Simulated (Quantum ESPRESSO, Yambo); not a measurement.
## A GW run on KF (Carobbiite) in Yambo, with inputs changed

Aim: change inputs of a GW run on KF (Carobbiite) and see what moves.

Method: PBE and many-body steps on it, plane waves, in Yambo 5.3.0.

## Step 1: Set-up

It takes space group Fm-3m (No. 225, cubic). The conventional cell has a = 5.344 Å, b = 5.344 Å, c = 5.344 Å, α = 90.00°, β = 90.00°, γ = 90.00°. Nearest to K lie 6 F at 2.67 Å. Nearest to F lie 6 K at 2.67 Å. Farther neighbours and most contacts between anions are not listed.

Structure file:

```xyz
2
Lattice="0.0000 2.6719 2.6719 2.6719 0.0000 2.6719 2.6719 2.6719 0.0000" Properties=species:S:1:pos:R:3 pbc="T T T"
K     0.0000    0.0000    0.0000
F     2.6719    2.6719    2.6719
```

The cell and positions come from the Crystallography Open Database and are kept as given unless a step says otherwise.

## Step 2: Base

This step: Yambo 5.3.0; G0W0 on PBE, plane waves, norm-conserving pseudopotentials.

Now the one-shot GW correction: screening in the RPA, then the self-energy of the levels asked for.

gw1.in

```
HF_and_locXC
gw0
dyson
ppa
em1d
rim_cut
RandQpts= 1000000
RandGvec= 1 RL
EXXRLvcs= 72 Ry
VXCRLvcs= 288 Ry
Chimod= "HARTREE"
% BndsRnXp
 1 | 101 |
%
NGsBlkXp= 13 Ry
% LongDrXp
 1 | 1 | 1 |
%
% GbndRnge
 1 | 101 |
%
DysSolver= "n"
ExtendOut
PPAPntXp= 27.21138 eV
% QPkrange
 1 | 1 | 7 | 10 |
%
```

Command:

```bash
> OMP_NUM_THREADS=1 mpirun -n 4 yambo -F gw1.in -J gw1 -C gw1 > gw1.log
```

The program printed:

```text
 Yambo, version 5.3.0

 [02] CORE Variables Setup
 =========================

  [... cell, symmetries and grids as in the set-up ...]

  [02.05] Energies & Occupations
  ==============================

  [X] === General ===
  [X] Electronic Temperature                        :  0.000000  0.000000 [eV K]
  [X] Bosonic    Temperature                        :  0.000000  0.000000 [eV K]
  [X] Finite Temperature mode                       : no
  [X] El. density                                   :  0.41942E+24 [cm-3]
  [X] Fermi Level                                   :  1.536558 [eV]

  [X] === Gaps and Widths ===
  [X] Conduction Band Min                           :  6.199420 [eV]
  [X] Valence Band Max                              :  0.000000 [eV]
  [X] Filled Bands                                  :   8
  [X] Empty Bands                                   :    9  101
  [X] Direct Gap                                    :  6.199420 [eV]
  [X] Direct Gap localized at k                     :  1
  [X] Indirect Gap                                  :  6.199420 [eV]
  [X] Indirect Gap between kpts                     :  1  1
  [X] Last valence band width                       :  0.344584 [eV]
  [X] 1st conduction band width                     :  3.553835 [eV]

 [03] Transferred momenta grid and indexing
 ==========================================

 IBZ Q-points                                      :   8
 BZ  Q-points                                      :   64

 K/Q-points units:
 rlu = crystal or reduced units; cc = cartesian coordinates; iku = interal k-units

 Q [1]          [rlu]:  0.000000  0.000000  0.000000
 Q [2]          [rlu]:  0.16981E-17  0.16981E-17  0.25000
 Q [3]          [rlu]: -0.33962E-17 -0.33962E-17 -0.50000
 Q [4]          [rlu]:  0.74356E-19  0.25000      0.25000
 Q [5]          [rlu]: -0.62307E-17  0.25000      0.50000
 Q [6]          [rlu]: -0.33962E-17  0.25000     -0.25000
 Q [7]          [rlu]: -0.14871E-18 -0.50000     -0.50000
 Q [8]          [rlu]:  0.250000 -0.500000 -0.250000

 [04] Coloumb potential Random Integration (RIM)
 ===============================================

  [04.01] RIM initialization
  ==========================

  * Diagonal components only detected *

  8 x (sBL volume)        :  0.120444 [a.u.]
  sBZ random points       :  1000000
  Points outside the sBZ  :   7996195
  RL volume               :  0.963556 [a.u.]
  Integrated volume       :  0.964014 [a.u.]

  [04.02] RIM integrals
  =====================

  Gamma point sphere radius             :  0.089580 [a.u.]
  Points outside the sphere             :   799659
  [Int_sBZ(q=0) 1/q^2]*(Vol_sBZ)^(-1/3) =:  7.764404
                                 should be <:  7.795600

  Summary of Coulomb integrals for non-metallic bands |Q|[au] RIM/Bare

  Q [1] 0.100000E-4 0.995998 * Q [2] 0.269426 1.064955
  Q [4] 0.311106 1.063169 * Q [6] 0.439971 1.026119
  Q [5] 0.515912 1.019126 * Q [3] 0.538852 1.017184
  Q [7] 0.622213 1.014132 * Q [8] 0.695655 1.011034

 [05] Dipoles
 ============

  [05.01] Setup: observables and procedures
  =========================================

 [06] Dynamic Dielectric Matrix (PPA)
 ====================================

 [WR./gw1//ndb.pp]---------------------------------------------------------------
  Brillouin Zone Q/K grids (IBZ/BZ)                :    8   64    8   64
  RL vectors                                       :   3383 [WF]
  Coulomb cutoff potential                         : none
  Electronic Temperature                           :  0.000000 [K]
  Bosonic    Temperature                           :  0.000000 [K]
  PPA    diel. fun.  energies                      : Perdew, Burke & Ernzerhof(X)+Perdew, Burke & Ernzerhof(C)
  wavefunctions                                    : Perdew, Burke & Ernzerhof(X)+Perdew, Burke & Ernzerhof(C)
  Global Gauge                                     : length
  X matrix size                                    :  229
  X band range                                     :    1  101
  X e/h energy range                               : -1.000000 -1.000000 [eV]
  X Time ordering                                  : R
  X Hxc Kernel                                     : HARTREE
  X Drude frequency                                :  0.000000  0.000000
  X poles                                          :  100.0000 [o/o]
  RL vectors in the sum                            :   3383
  [r,Vnl] included                                 : yes
  Field direction                                  :  0.577350E-5  0.577350E-5  0.577350E-5
  BZ energy Double Grid                            : no
  BZ energy DbGd points                            : 0
  BZ Q point size factor                           : -1.000000
  X Optical Averaged directions                    : none

 [07] Local Exchange-Correlation + Non-Local Fock
 ================================================

 [VXC] Plane waves :  21187
 [EXS] Plane waves :  2733

 QP @ state[ 1 ] K range:  1  1
 QP @ state[ 1 ] b range:   7  10

 [xc] Functional : Perdew, Burke & Ernzerhof(X)+Perdew, Burke & Ernzerhof(C)
 [xc] LIBXC used to calculate xc functional
  PP Number of Atomic Species                      :  2
  NLCC RL compoments                               :  21187
  PP Number of Atomic Species                      :  2
  NLCC RL compoments                               :  21187

 [xc] E_xc :  -9.052398 [Ha]
      E_xc :  -18.10480 [Ry]

  Local XC kind (lXC) : Perdew, Burke & Ernzerhof(X)+Perdew, Burke & Ernzerhof(C)
  Non-Local XC kind (nlXC) : Hartree-Fock

  Corrections @ K [1] :  [eV]
 <7|nlXC|7> = -29.45282 -0.56192E-18 <7|lXC|7> = -21.89882  0.000000
 <8|nlXC|8> = -29.45304  0.87567E-17 <8|lXC|8> = -21.89881  0.000000
 <9|nlXC|9> = -4.028151  0.42619E-18 <9|lXC|9> = -7.969212  0.94408E-16
 <10|nlXC|10> = -4.982470  0.11699E-17 <10|lXC|10> = -10.84086 -0.94408E-16

 [08] Dyson equation: Newton solver
 ==================================

  [08.01] G0W0 (W PPA)
  ====================

  [  GW  ] Bands range     :    1  101
  [GW/PPA] G damping       :  0.100000 [eV]

  QP @ state[ 1 ] K range:  1  1
  QP @ state[ 1 ] b range:   7  10

   Sc/G bands                                       :    1  101
   Sc/G damping                                     :  0.100000 ev
   Sc bands terminator                              : no
   Sx RL components                                 :  2733

   QP @ state[ 1 ] K range                          :  1  1
   QP @ state[ 1 ] b range                          :   7  10
   GF energies kind                                 : Perdew, Burke & Ernzerhof(X)+Perdew, Burke & Ernzerhof(C)
   GF WF`s kind                                     : Perdew, Burke & Ernzerhof(X)+Perdew, Burke & Ernzerhof(C)
   Xs energies kind                                 : Perdew, Burke & Ernzerhof(X)+Perdew, Burke & Ernzerhof(C)
   Xs WF`s kind                                     : Perdew, Burke & Ernzerhof(X)+Perdew, Burke & Ernzerhof(C)

 [11] Game Over & Game summary
```

It took 37 s on 4 MPI ranks of Arm Neoverse V1, shared host; peak memory 1.4 GiB.

Numbers from this step:

```
G0W0 gap on the points computed              : 9.539 eV
starting gap on the mesh                     : 6.199 eV
k of the valence top                         : 0, 0, 0
k of the conduction bottom                   : 0, 0, 0
least direct G0W0 gap on the computed points : 9.539 eV
Z at the valence top                         : 0.8116
Z at the conduction bottom                   : 0.9004
```

The gap on the mesh goes from 6.20 eV to 9.54 eV, a correction of +3.34 eV.

## Step 3: Scissors in G

gw2.in, as its differences from gw1.in of step 2:

```diff
@@ -27 +27,4 @@
 %
+% GfnQP_E
+ 0.5 | 1.0 | 1.0 |
+%
```

Command:

```bash
> OMP_NUM_THREADS=1 mpirun -n 4 yambo -F gw2.in -J gw2,gw1_W -C gw2 > gw2.log
```

The program printed:

```text
 Yambo, version 5.3.0

 [02] CORE Variables Setup
 =========================

  [... cell, symmetries and grids as in the set-up ...]

  [02.05] Energies & Occupations
  ==============================

  [X] === General ===
  [X] Electronic Temperature                        :  0.000000  0.000000 [eV K]
  [X] Bosonic    Temperature                        :  0.000000  0.000000 [eV K]
  [X] Finite Temperature mode                       : no
  [X] El. density                                   :  0.41942E+24 [cm-3]
  [X] Fermi Level                                   :  1.536558 [eV]

  [X] === Gaps and Widths ===
  [X] Conduction Band Min                           :  6.199420 [eV]
  [X] Valence Band Max                              :  0.000000 [eV]
  [X] Filled Bands                                  :   8
  [X] Empty Bands                                   :    9  101
  [X] Direct Gap                                    :  6.199420 [eV]
  [X] Direct Gap localized at k                     :  1
  [X] Indirect Gap                                  :  6.199420 [eV]
  [X] Indirect Gap between kpts                     :  1  1
  [X] Last valence band width                       :  0.344584 [eV]
  [X] 1st conduction band width                     :  3.553835 [eV]

 [03] Transferred momenta grid and indexing
 ==========================================

 IBZ Q-points                                      :   8
 BZ  Q-points                                      :   64

 K/Q-points units:
 rlu = crystal or reduced units; cc = cartesian coordinates; iku = interal k-units

 Q [1]          [rlu]:  0.000000  0.000000  0.000000
 Q [2]          [rlu]:  0.16981E-17  0.16981E-17  0.25000
 Q [3]          [rlu]: -0.33962E-17 -0.33962E-17 -0.50000
[...]
[G+QP] Direct Gap localized at k                  :  1
  [G+QP] Indirect Gap                               :  6.699420 [eV]
  [G+QP] Indirect Gap between kpts                  :  1  1
  [G+QP] Last valence band width                    :  0.344584 [eV]
  [G+QP] 1st conduction band width                  :  3.553835 [eV]

  [coarse-grid] Minimum Bare Gap        [ev]:  6.199420
  [coarse-grid] Minimum Gap Correction  [ev]:  0.500000

  Eqp @ K [1]
   -26.1146     -18.5988     -9.36445     -9.36445     -9.36445    -0.218624E-8 -0.154344E-8   0.00000
    6.69942  11.19423  11.19423  11.19423  12.82173  12.82173  17.39953  24.77706
  Eqp @ K [2]
  -26.06780 -18.64214  -9.50250  -9.38292  -9.38292  -0.43190  -0.17593  -0.17593
[...]
Eqp @ K [3]
[...]
Eqp @ K [4]
[...]
Eqp @ K [5]
[...]
[... 2 further k-points ...]
  Eqp @ K [8]
  -25.99679 -18.64033  -9.74953  -9.74953  -9.45159  -0.40084  -0.16078  -0.16078
   10.25325  10.25325  11.70776  13.85045  14.59604  15.39290  16.49774  16.49774

 [06] Dipoles
 ============

  [06.01] Setup: observables and procedures
  =========================================

 [07] Dynamic Dielectric Matrix (PPA)
 ====================================

   Sc/G bands                                       :    1  101
   Sc/G damping                                     :  0.100000 ev
   Sc bands terminator                              : no
   Sx RL components                                 :  2733

   QP @ state[ 1 ] K range                          :  1  1
   QP @ state[ 1 ] b range                          :   7  10
   GF energies kind                                 : Perdew, Burke & Ernzerhof(X)+Perdew, Burke & Ernzerhof(C)+ user defined corrections @E
   GF WF`s kind                                     : Perdew, Burke & Ernzerhof(X)+Perdew, Burke & Ernzerhof(C)
   Xs energies kind                                 : Perdew, Burke & Ernzerhof(X)+Perdew, Burke & Ernzerhof(C)
   Xs WF`s kind                                     : Perdew, Burke & Ernzerhof(X)+Perdew, Burke & Ernzerhof(C)

 [12] Game Over & Game summary
```

Elapsed: 14 s, on 4 MPI ranks; peak memory 1.3 GiB.

This step gave:

* G0W0 gap on the points computed: 9.577 eV
* starting gap on the mesh: 6.199 eV
* k of the valence top: 0, 0, 0
* k of the conduction bottom: 0, 0, 0
* least direct G0W0 gap on the computed points: 9.577 eV
* Z at the valence top: 0.8119
* Z at the conduction bottom: 0.9030

The program's own table gives 9.626 eV, which is too large where the input levels are shifted: this version takes Σc at the unshifted level E₀, yet steps from the shifted one. The value above is the Newton step from E₀, E₀ + Z(Σc + Σx − Vxc), rebuilt from the printed columns.

## Step 4: Field direction

gw3.in

```
HF_and_locXC
gw0
dyson
ppa
em1d
rim_cut
RandQpts= 1000000
RandGvec= 1 RL
EXXRLvcs= 72 Ry
VXCRLvcs= 288 Ry
Chimod= "HARTREE"
% BndsRnXp
 1 | 101 |
%
NGsBlkXp= 13 Ry
% LongDrXp
 0 | 0 | 1 |
%
% GbndRnge
 1 | 101 |
%
DysSolver= "n"
ExtendOut
PPAPntXp= 27.21138 eV
% QPkrange
 1 | 1 | 7 | 10 |
%
```

Command:

```bash
> OMP_NUM_THREADS=1 mpirun -n 4 yambo -F gw3.in -J gw3 -C gw3 > gw3.log
```

The program printed:

```text
 Yambo, version 5.3.0

 [02] CORE Variables Setup
 =========================

  [... cell, symmetries and grids as in the set-up ...]

  [02.05] Energies & Occupations
  ==============================

  [X] === General ===
  [X] Electronic Temperature                        :  0.000000  0.000000 [eV K]
  [X] Bosonic    Temperature                        :  0.000000  0.000000 [eV K]
  [X] Finite Temperature mode                       : no
  [X] El. density                                   :  0.41942E+24 [cm-3]
[...]
Sx RL components                                 :  2733

   QP @ state[ 1 ] K range                          :  1  1
   QP @ state[ 1 ] b range                          :   7  10
   GF energies kind                                 : Perdew, Burke & Ernzerhof(X)+Perdew, Burke & Ernzerhof(C)
   GF WF`s kind                                     : Perdew, Burke & Ernzerhof(X)+Perdew, Burke & Ernzerhof(C)
   Xs energies kind                                 : Perdew, Burke & Ernzerhof(X)+Perdew, Burke & Ernzerhof(C)
   Xs WF`s kind                                     : Perdew, Burke & Ernzerhof(X)+Perdew, Burke & Ernzerhof(C)

 [11] Game Over & Game summary
```

Elapsed: 37 s, on 4 MPI ranks; peak memory 1.4 GiB.

Numbers from this step:

```yaml
g0w0_gap_on_the_points_computed: 9.539 eV
starting_gap_on_the_mesh: 6.199 eV
k_of_the_valence_top: 0, 0, 0
k_of_the_conduction_bottom: 0, 0, 0
least_direct_g0w0_gap_on_the_computed_points: 9.539 eV
```

Against G0W0 in Yambo (4×4×4 mesh, 101 bands, screening to 176.9 eV, Godby-Needs plasmon pole), the gap moves by −0.0001 eV.

## Step 5: Exchange cutoff

gw5.in

```
HF_and_locXC
gw0
dyson
ppa
em1d
rim_cut
RandQpts= 1000000
RandGvec= 1 RL
EXXRLvcs= 144 Ry
VXCRLvcs= 288 Ry
Chimod= "HARTREE"
% BndsRnXp
 1 | 101 |
%
NGsBlkXp= 13 Ry
% LongDrXp
 1 | 1 | 1 |
%
% GbndRnge
 1 | 101 |
%
DysSolver= "n"
ExtendOut
PPAPntXp= 27.21138 eV
% QPkrange
 1 | 1 | 7 | 10 |
%
```

Command:

```bash
> OMP_NUM_THREADS=1 mpirun -n 4 yambo -F gw5.in -J gw5,gw1_W -C gw5 > gw5.log
```

The program printed:

```text
 Yambo, version 5.3.0

 [02] CORE Variables Setup
 =========================

  [... cell, symmetries and grids as in the set-up ...]

  [02.05] Energies & Occupations
  ==============================

  [X] === General ===
  [X] Electronic Temperature                        :  0.000000  0.000000 [eV K]
  [X] Bosonic    Temperature                        :  0.000000  0.000000 [eV K]
  [X] Finite Temperature mode                       : no
  [X] El. density                                   :  0.41942E+24 [cm-3]
  [X] Fermi Level                                   :  1.536558 [eV]

  [X] === Gaps and Widths ===
  [X] Conduction Band Min                           :  6.199420 [eV]
  [X] Valence Band Max                              :  0.000000 [eV]
  [X] Filled Bands                                  :   8
  [X] Empty Bands                                   :    9  101
  [X] Direct Gap                                    :  6.199420 [eV]
  [X] Direct Gap localized at k                     :  1
  [X] Indirect Gap                                  :  6.199420 [eV]
  [X] Indirect Gap between kpts                     :  1  1
  [X] Last valence band width                       :  0.344584 [eV]
  [X] 1st conduction band width                     :  3.553835 [eV]

 [03] Transferred momenta grid and indexing
 ==========================================

 IBZ Q-points                                      :   8
 BZ  Q-points                                      :   64

 K/Q-points units:
 rlu = crystal or reduced units; cc = cartesian coordinates; iku = interal k-units

 Q [1]          [rlu]:  0.000000  0.000000  0.000000
 Q [2]          [rlu]:  0.16981E-17  0.16981E-17  0.25000
 Q [3]          [rlu]: -0.33962E-17 -0.33962E-17 -0.50000
[...]
Q [7]          [rlu]: -0.14871E-18 -0.50000     -0.50000
 Q [8]          [rlu]:  0.250000 -0.500000 -0.250000

 [04] Coloumb potential Random Integration (RIM)
 ===============================================

 Summary of Coulomb integrals for non-metallic bands |Q|[au] RIM/Bare

 Q [1] 0.100000E-4 0.995998 * Q [2] 0.269426 1.064955
 Q [4] 0.311106 1.063169 * Q [6] 0.439971 1.026119
 Q [5] 0.515912 1.019126 * Q [3] 0.538852 1.017184
 Q [7] 0.622213 1.014132 * Q [8] 0.695655 1.011034

 [05] Dipoles
 ============

  [05.01] Setup: observables and procedures
  =========================================

 [06] Dynamic Dielectric Matrix (PPA)
 ====================================

   Sc/G bands                                       :    1  101
   Sc/G damping                                     :  0.100000 ev
   Sc bands terminator                              : no
   Sx RL components                                 :   7631

   QP @ state[ 1 ] K range                          :  1  1
   QP @ state[ 1 ] b range                          :   7  10
   GF energies kind                                 : Perdew, Burke & Ernzerhof(X)+Perdew, Burke & Ernzerhof(C)
   GF WF`s kind                                     : Perdew, Burke & Ernzerhof(X)+Perdew, Burke & Ernzerhof(C)
   Xs energies kind                                 : Perdew, Burke & Ernzerhof(X)+Perdew, Burke & Ernzerhof(C)
   Xs WF`s kind                                     : Perdew, Burke & Ernzerhof(X)+Perdew, Burke & Ernzerhof(C)

 [11] Game Over & Game summary
```

It took 14 s on 4 MPI ranks; peak memory 1.3 GiB.

This step gave:

| Property | Result |
| --- | --- |
| G0W0 gap on the points computed | 9.545 eV |
| starting gap on the mesh | 6.199 eV |
| k of the valence top | 0, 0, 0 |
| k of the conduction bottom | 0, 0, 0 |
| least direct G0W0 gap on the computed points | 9.545 eV |
| Z at the valence top | 0.8116 |
| Z at the conduction bottom | 0.9004 |

(Part 1 of 2 ends here.)

[Paths, hosts, dates, memory and timing lines, banners, echoed tables and standing remarks are left out of the program output.]

[Logs are printed without paths, hosts, clocks, repeated set-up lines and the standing remarks that a program may print on its own settings, such as how far it seeks lower states.]

[Runs of the session that timed out or met a known fault of the program may be left out.]

[Hosts, paths, dates, database ids (printed as entryN), source tags and the programs' standing remarks are cut or masked in the printed files.]
